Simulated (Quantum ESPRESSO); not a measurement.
Input of a Quantum ESPRESSO 7.5 run:

scf.in

```
&CONTROL
  calculation = 'scf'
  prefix = 'pwscf'
  outdir = './tmp'
  pseudo_dir = './pseudo'
/
&SYSTEM
  ibrav = 0
  nat = 2
  ntyp = 2
  ecutwfc = 80
  nbnd = 26
  occupations = 'smearing'
  smearing = 'fd'
  degauss = 0.00367493
  force_symmorphic = .true.
/
&ELECTRONS
  conv_thr = 4d-10
  electron_maxstep = 120
  mixing_beta = 0.5
/
ATOMIC_SPECIES
Hg   200.5920 Hg.upf
Te   127.6000 Te.upf
CELL_PARAMETERS angstrom
   0.0000000000    3.2145000000    3.2145000000
   3.2145000000    0.0000000000    3.2145000000
   3.2145000000    3.2145000000    0.0000000000
ATOMIC_POSITIONS crystal
Hg     0.0000000000    0.0000000000    0.0000000000
Te     0.7500000000    0.7500000000    0.7500000000
K_POINTS automatic
8 8 8 0 0 0
```

nscf.in

```
&CONTROL
  calculation = 'nscf'
  prefix = 'pwscf'
  outdir = './tmp'
  pseudo_dir = './pseudo'
/
&SYSTEM
  ibrav = 0
  nat = 2
  ntyp = 2
  ecutwfc = 80
  nbnd = 118
  occupations = 'smearing'
  smearing = 'fd'
  degauss = 0.00367493
  force_symmorphic = .true.
/
&ELECTRONS
  conv_thr = 1d-08
  diago_full_acc = .true.
  diago_thr_init = 1d-06
/
ATOMIC_SPECIES
Hg   200.5920 Hg.upf
Te   127.6000 Te.upf
CELL_PARAMETERS angstrom
   0.0000000000    3.2145000000    3.2145000000
   3.2145000000    0.0000000000    3.2145000000
   3.2145000000    3.2145000000    0.0000000000
ATOMIC_POSITIONS crystal
Hg     0.0000000000    0.0000000000    0.0000000000
Te     0.7500000000    0.7500000000    0.7500000000
K_POINTS automatic
4 4 4 0 0 0
```

Potentials or basis: PseudoDojo 0.4.1 SR PBEsol standard.

Run with:

```console
$ OMP_NUM_THREADS=1 pw.x -in scf.in > scf.out
$ OMP_NUM_THREADS=1 pw.x -in nscf.in > nscf.out
```

Problem. What does it give for the band gap on the k mesh, mean-field level?

Solution. None (metal or under the smearing width).

Caveat: the k mesh is coarse (spacing up to 0.42 Å⁻¹), so the values aren't converged. The run has no spin-orbit coupling, so splittings on Hg, Te are missing.
